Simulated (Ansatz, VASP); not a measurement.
## C in VASP and in Ansatz

```
CELL_PARAMETERS angstrom
0.00000 1.84338 1.84338
1.84338 0.00000 1.84338
1.84338 1.84338 0.00000
ATOMIC_POSITIONS crystal
C 0.00000 0.00000 0.00000
C 0.25000 0.25000 0.25000
```

Alike in both runs: task single point; functional PBE; k mesh 12 × 12 × 12; occupations gaussian, width 0.02 eV; no spin polarisation.

|  | VASP | Ansatz |
| --- | --- | --- |
| version | VASP 6.6.1 | Ansatz 0.2.0 |
| potentials or method | VASP PAW PBE potentials, release 64 (C) | scalar-relativistic, plane waves, PAW |
| plane-wave cutoff (eV) | 520 | 420 |
| valence electrons in the cell | 8 | 8 |

VASP gave:

* gap on the k mesh at the Fermi level (eV): 3.93
* least direct gap on the mesh (eV): 5.32

Problem. Which values does Ansatz return?

Solution. gap on the k mesh at the Fermi level (eV): 3.94; least direct gap on the mesh (eV): 5.33.
